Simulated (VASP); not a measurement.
Input of a VASP 6.6.1 run:

File INCAR:

```
SYSTEM = RbCl
PREC = Accurate
ENCUT = 600
EDIFF = 1E-7
ISMEAR = 0
SIGMA = 0.03
LREAL = .False.
LASPH = .True.
NELM = 80
ALGO = Normal
ISIF = 2
LWAVE = .False.
LCHARG = .False.
IBRION = 2
NSW = 40
EDIFFG = -0.01
```

The input KPOINTS:

```
regular mesh
0
Gamma
  8 8 8
  0 0 0
```

The input POSCAR:

```
RbCl                                    
1.0
   -0.0000000000      3.2352297092      3.2352297092
    3.2352297092     -0.0000000000      3.2352297092
    3.2352297092      3.2352297092      0.0000000000
  Rb              Cl            
     1     1
Direct
     0.0000000000000000    0.0000000000000000    0.0000000000000000
     0.5000000000000000    0.5000000000000000    0.5000000000000000
```

Potentials or basis: VASP PAW LDA potentials, release 64 (Rb_sv, Cl).

Command:

```bash
$ cat potpaw_LDA.64/Rb_sv/POTCAR potpaw_LDA.64/Cl/POTCAR > POTCAR
$ mpirun -np 1 vasp_std > vasp.out
```

Task: What does it give for the band gap on the k mesh?

Result: 4.71 eV, direct.

Final structure:
```xyz
2
Lattice="0.0000 3.2352 3.2352 3.2352 0.0000 3.2352 3.2352 3.2352 0.0000" Properties=species:S:1:pos:R:3 pbc="T T T"
Rb    0.0000    0.0000    0.0000
Cl    3.2352    3.2352    3.2352
```

Caveat: the relaxation stopped at its first step, so nothing moved. A k mesh can miss the band edges.
